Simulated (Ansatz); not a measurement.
## ZnCu2SnSe4: do energies and stresses tell the same story?

Method: DFT PBEsol, scalar-relativistic, plane waves, PAW in Ansatz 0.2.0.

Plane waves to 420 eV, a k mesh through Γ of 10×10×10 on the computed 8-atom cell and Gaussian smearing (0.10 eV); no spin polarisation.

Relaxed cell: I-4, a = 5.659 Å, b = 5.659 Å, c = 11.312 Å, α = 90.00°, β = 90.00°, γ = 90.00°, 8 atoms in the primitive cell. Whether it is the stable form of this composition wasn't checked.

Energies at zero smearing and pressures from the stress tensor, at volumes with shape and atoms relaxed:
| V (Å³/atom) | E − E(first) (meV/atom) | P (GPa) |
| --- | --- | --- |
| 21.286 | 0.00 | 4.76 |
| 21.965 | -14.54 | 2.17 |
| 22.645 | -19.01 | 0.00 |
| 23.324 | -15.03 | -1.82 |
| 24.003 | -3.95 | -3.35 |

**Question.** Check P = −dE/dV between neighbouring volumes, and get the bulk modulus from the pressures alone.

**Answer.** With 1 eV/Å³ = 160.2 GPa:
```json
{"middle V (Å³/atom)": "21.626", "−ΔE/ΔV (GPa)": "3.429", "mean P (GPa)": "3.466"}
{"middle V (Å³/atom)": "22.305", "−ΔE/ΔV (GPa)": "1.054", "mean P (GPa)": "1.086"}
{"middle V (Å³/atom)": "22.984", "−ΔE/ΔV (GPa)": "-0.939", "mean P (GPa)": "-0.910"}
{"middle V (Å³/atom)": "23.664", "−ΔE/ΔV (GPa)": "-2.611", "mean P (GPa)": "-2.584"}
```

The two differ by 0.04 GPa at most. The mean of two end pressures misses the average over a step by about ΔV² P″/12, up to 0.04 GPa here; with that taken off 0.01 GPa remains. Around V = 22.645 Å³/atom, the two neighbours give B = −V ΔP/ΔV = 22.645 × 3.99 / 1.359 = 66.5 GPa, against B0 = 66.3 GPa from the Birch–Murnaghan fit of the energies.

A ferromagnetic start lost its moments in a first run, so spin was left out; other magnetic orders weren't tried.